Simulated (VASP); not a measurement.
# PbSe (Clausthalite) (Fm-3m) in VASP: further runs, part 2 of 2

VASP 6.6.1. Earlier steps stand in the parts before.

### Step 4. Relaxation of the atoms, LDA (a relaxed cell with its volume scaled by 0.98)

File INCAR:

```
SYSTEM = PbSe
PREC = Accurate
ENCUT = 600
EDIFF = 1E-7
ISMEAR = 0
SIGMA = 0.03
LREAL = .FALSE.
LASPH = .TRUE.
NELM = 80
ALGO = Normal
ISIF = 2
LWAVE = .FALSE.
LCHARG = .FALSE.
IBRION = 2
NSW = 40
EDIFFG = -0.01
```

File KPOINTS:

```
Automatic mesh
0
G
  8 8 8
  0 0 0
```

File POSCAR:

```
PbSe                                    
1.0
    0.0000000000      3.0026152542      3.0026152542
    3.0026152542      0.0000000000      3.0026152542
    3.0026152542      3.0026152542      0.0000000000
  Pb              Se            
     1     1
Direct
     0.0000000000000000    0.0000000000000000    0.0000000000000000
     0.5000000000000000    0.5000000000000000    0.5000000000000000
```

Potentials or basis: VASP PAW LDA potentials, release 64 (Pb_d, Se).

Launch:

```
$ cat potpaw_LDA.64/Pb_d/POTCAR potpaw_LDA.64/Se/POTCAR > POTCAR
$ mpirun -np 1 vasp_std > vasp.out
```

OUTCAR:

```text
SYSTEM = PbSe
   PREC = Accurate
   ENCUT = 600
   EDIFF = 1E-7
   ISMEAR = 0
   LREAL = .FALSE.
   LASPH = .TRUE.
   NELM = 80
   ISIF = 2
   IBRION = 2
   NSW = 40
   EDIFFG = -0.01

 ion  position               nearest neighbor table
   1  0.000  0.000  0.000-   2 3.00   2 3.00   2 3.00   2 3.00   2 3.00   2 3.00
   2  0.500  0.500  0.500-   1 3.00   1 3.00   1 3.00   1 3.00   1 3.00   1 3.00

  LATTYP: Found a face centered cubic cell.
 ALAT       =     6.0052305084

  Lattice vectors:

 A1 = (   0.0000000000,   3.0026152542,   3.0026152542)
 A2 = (   3.0026152542,   0.0000000000,   3.0026152542)
 A3 = (   3.0026152542,   3.0026152542,   0.0000000000)

Analysis of symmetry for initial positions (statically):
=====================================================================
 Subroutine PRICEL returns:
 Original cell was already a primitive cell.

 Routine SETGRP: Setting up the symmetry group for a
 face centered cubic supercell.

 Subroutine GETGRP returns: Found 48 space group operations
 (whereof 48 operations were pure point group operations)
 out of a pool of 48 trial point group operations.

The static configuration has the point symmetry O_h .

Analysis of symmetry for dynamics (positions and initial velocities):
=====================================================================
 Subroutine PRICEL returns:
 Original cell was already a primitive cell.

 Routine SETGRP: Setting up the symmetry group for a
 face centered cubic supercell.

 Subroutine GETGRP returns: Found 48 space group operations
 (whereof 48 operations were pure point group operations)
 out of a pool of 48 trial point group operations.

The dynamic configuration has the point symmetry O_h .

 Subroutine INISYM returns: Found 48 space group operations
 (whereof 48 operations are pure point group operations),
 and found     1 'primitive' translations

----------------------------------------------------------------------------------------

                                     Primitive cell

  volume of cell :      54.1413

  direct lattice vectors                    reciprocal lattice vectors
     0.000000000  3.002615254  3.002615254    -0.166521501  0.166521501  0.166521501
     3.002615254  0.000000000  3.002615254     0.166521501 -0.166521501  0.166521501
     3.002615254  3.002615254  0.000000000     0.166521501  0.166521501 -0.166521501

  length of vectors
     4.246339215  4.246339215  4.246339215     0.288423701  0.288423701  0.288423701

  position of ions in fractional coordinates (direct lattice)
     0.000000000  0.000000000  0.000000000
     0.500000000  0.500000000  0.500000000

  ion indices of the primitive-cell ions
   primitive index   ion index
                 1           1
                 2           2

----------------------------------------------------------------------------------------

 KPOINTS: Automatic mesh

Automatic generation of k-mesh.
 Grid dimensions read from file:
 generate k-points for:    8    8    8

 Generating k-lattice:

  Cartesian coordinates                     Fractional coordinates (reciprocal lattice)
    -0.020815188  0.020815188  0.020815188     0.125000000  0.000000000  0.000000000
[... 44 lines left out ...]
   dimension x,y,z NGX =    36 NGY =   36 NGZ =   36
   dimension x,y,z NGXF=    72 NGYF=   72 NGZF=   72
   ions per type =               1   1
   NGX,Y,Z   is equivalent  to a cutoff of  14.09, 14.09, 14.09 a.u.
   NGXF,Y,Z  is equivalent  to a cutoff of  28.19, 28.19, 28.19 a.u.
 SYSTEM =  PbSe
   PREC   = accura    normal or accurate (medium, high low for compatibility)
   ISTART =      0    job   : 0-new  1-cont  2-samecut
   ICHARG =      2    charge: 1-file 2-atom 10-const
   ISPIN  =      1    spin polarized calculation?
   LNONCOLLINEAR =      F non collinear calculations
   LSORBIT =      F    spin-orbit coupling
   LASPH  =      T    aspherical Exc in radial PAW
   ENCUT  =  600.0 eV  44.10 Ry    6.64 a.u.   8.48  8.48  8.48*2*pi/ulx,y,z
   NELM   =     80;   NELMIN=  2; NELMDL= -5     # of ELM steps
   EDIFF  = 0.1E-06   stopping-criterion for ELM
   LREAL  =      F    real-space projection
   EDIFFG = -.1E-01   stopping-criterion for IOM
   NSW    =     40    number of steps for IOM
   IBRION =      2    ionic relax: 0-MD 1-quasi-New 2-CG
   NFREE  =      1    steps in history (QN), initial steepest desc. (CG)
   ISIF   =      2    stress and relaxation
   ISYM   =      2    0-nonsym 1-usesym 2-fastsym
   POTIM  = 0.5000    time-step for ionic-motion
   TEBEG  =    0.0;   TEEND  =   0.0 temperature during run
   PSTRESS=    0.0 pullay stress
   NELECT =      20.0000    total number of electrons
   NUPDOWN=      -1.0000    fix difference up-down
   EMIN   =  10.00;   EMAX   =-10.00  energy-range for DOS
   EFERMI =   0.00;   METHOD = LEGACY
   ISMEAR =     0;   SIGMA  =   0.03  broadening in eV -4-tet -1-fermi 0-gaus
   EFERMI_NEDOS =   21; number of points for ismear=-14 and -15
   IALGO  =     38    algorithm
   IMIX   =      4    mixing-type and parameters
     AMIX     =   0.40;   BMIX     =  1.00
     AMIX_MAG =   1.60;   BMIX_MAG =  1.00
  volume/ion in A,a.u.               =      27.07       182.68
  Fermi-wavevector in a.u.,A,eV,Ry     =   1.174650  2.219767 18.773354  1.379803
  Thomas-Fermi vector in A             =   2.311044
   LORBIT       =      0    0 simple, 1 ext, 2 COOP (PROOUT), +10 PAW based schemes
   GGA     = CA    functional components
   LHFCALC =     F    Hartree Fock is set to
   AEXX    =    0.0000 exact exchange contribution
   IVDW    =     0    specifies the selected vdW correction
   LEPSILON=     F    determine dielectric tensor
   LRPA    =     F    only Hartree local field effects (RPA)
 conjugate gradient relaxation of ions
 non-spin polarized calculation
 Gauss-broadening in eV      SIGMA  =   0.03
  energy-cutoff  :      600.00
  volume of cell :       54.14
 maximum number of plane-waves:      1832
 NGX is ok and might be reduce to    36
   NGX = 17   NGY = 17   NGZ = 17

 number of electron      19.9999998 magnetization

 Free energy of the ion-electron system (eV)
  ---------------------------------------------------
  ext. energy  EPLUGINS =         0.00000000
  ---------------------------------------------------
  free energy    TOTEN  =        -9.45447639 eV

  energy without entropy =       -9.45429924  energy(sigma->0) =       -9.45438782

 E-fermi :   5.6868     XC(G=0): -10.1070

 val. band max:        5.6677986459   @ k =   0.5000   0.0000   0.0000
 cond. band min:       5.7057801178   @ k =   0.5000   0.0000   0.0000
 fundamental gap:      0.0379814719
 Fermi energy:         5.6867893820

 k-point     1 :       0.0000    0.0000    0.0000
  band No.  band energies     occupation
      1     -11.2446      2.00000
      2     -11.2446      2.00000
      3     -11.2391      2.00000
      4     -11.2391      2.00000
      5     -11.2391      2.00000
      6      -8.4739      2.00000
      7      -0.6391      2.00000
      8       3.5110      2.00000
      9       3.5110      2.00000
     10       3.5110      2.00000
     11      10.3772      0.00000
     12      10.3772      0.00000
     13      10.3772      0.00000
     14      12.0019      0.00000
[... 377 lines left out ...]
      1     -11.3237      2.00000
      2     -11.2603      2.00000
      3     -11.2269      2.00000
      4     -11.2133      2.00000
      5     -11.1937      2.00000
      6      -7.0154      2.00000
      7      -3.1905      2.00000
      8       2.0198      2.00000
      9       2.4457      2.00000
     10       4.7338      2.00000
     11       6.8351      0.00000
     12       9.0215      0.00000
     13       9.7800      0.00000
     14      13.1677      0.00000

 [... further k-points ...]

------------------------ aborting loop because EDIFF is reached ----------------------------------------

  FORCE on cell =-STRESS in cart. coord.  units (eV):
  Direction    XX          YY          ZZ          XY          YZ          ZX
  --------------------------------------------------------------------------------------
  -------------------------------------------------------------------------------------
  Total        0.3807116      0.3807116      0.3807116      0.0000000      0.0000000     -0.0000000
  in kB       11.2662048     11.2662048     11.2662048      0.0000000      0.0000000     -0.0000000
  external PRESSURE =      11.2662048 kB  Pullay stress =       0.0000000 kB

 VOLUME and BASIS-vectors are now :
 -----------------------------------------------------------------------------
  energy-cutoff  :      600.00
  volume of cell :       54.14
      direct lattice vectors                 reciprocal lattice vectors
     0.000000000  3.002615254  3.002615254    -0.166521501  0.166521501  0.166521501
     3.002615254  0.000000000  3.002615254     0.166521501 -0.166521501  0.166521501
     3.002615254  3.002615254  0.000000000     0.166521501  0.166521501 -0.166521501

 POSITION                                       TOTAL-FORCE (eV/Angst)
 -----------------------------------------------------------------------------------
      0.00000      0.00000      0.00000        -0.000000      0.000000     -0.000000
      3.00262      3.00262      3.00262         0.000000     -0.000000      0.000000
 -----------------------------------------------------------------------------------
    total drift:                               -0.000000      0.000000      0.000000

  FREE ENERGIE OF THE ION-ELECTRON SYSTEM (eV)
  ---------------------------------------------------
  free  energy   TOTEN  =        -9.4544763928 eV

  energy  without entropy=       -9.4542992450  energy(sigma->0) =       -9.45438782

 reached required accuracy - stopping structural energy minimisation
```

Run time: 11 s. Hardware: 1 thread of Intel Xeon 6975P-C (Granite Rapids), shared host; peak memory 0.18 GiB.

What came out:

```yaml
Free_energy: -9.4545 eV
Pressure_after_relaxing: 1.1 GPa
Band_gap_on_the_k_mesh: 0.04 eV, direct
```

Final structure:
```cif
data_structure
_symmetry_space_group_name_H-M 'P 1'
_symmetry_Int_Tables_number 1
_cell_length_a 4.2463
_cell_length_b 4.2463
_cell_length_c 4.2463
_cell_angle_alpha 60.000
_cell_angle_beta 60.000
_cell_angle_gamma 60.000
_cell_volume 54.14
loop_
_atom_site_label
_atom_site_type_symbol
_atom_site_fract_x
_atom_site_fract_y
_atom_site_fract_z
_atom_site_occupancy
Pb1 Pb 0.00000 0.00000 0.00000 1
Se1 Se 0.50000 0.50000 0.50000 1
```

Caveat: the relaxation stopped at its first step, so nothing moved; spin-orbit coupling is left out, which as a rule narrows the gap of such compounds by several tenths of an eV. A k mesh can miss the band edges.

### Step 5. Overview

```csv
cell,gap on the mesh (eV),pressure (GPa)
atoms relaxed from: a relaxed cell with its volume scaled by 0.94,0.20,4.0
atoms relaxed from: a relaxed cell with its volume scaled by 0.96,0.12,2.5
atoms relaxed from: a relaxed cell with its volume scaled by 0.98,0.04,1.1
```

Alike in all rows: task relaxation of the atoms; level LDA; potentials or basis VASP PAW LDA potentials, release 64 (Pb_d, Se); no spin polarisation; k mesh 8 × 8 × 8; cutoff (eV) 600; smearing gaussian 0.03 eV.

Caveats: the relaxation stopped at its first step, so nothing moved; spin-orbit coupling is left out, which as a rule narrows the gap of such compounds by several tenths of an eV.

Total energies depend on the potentials used, so only differences within one code and one set of settings carry meaning.
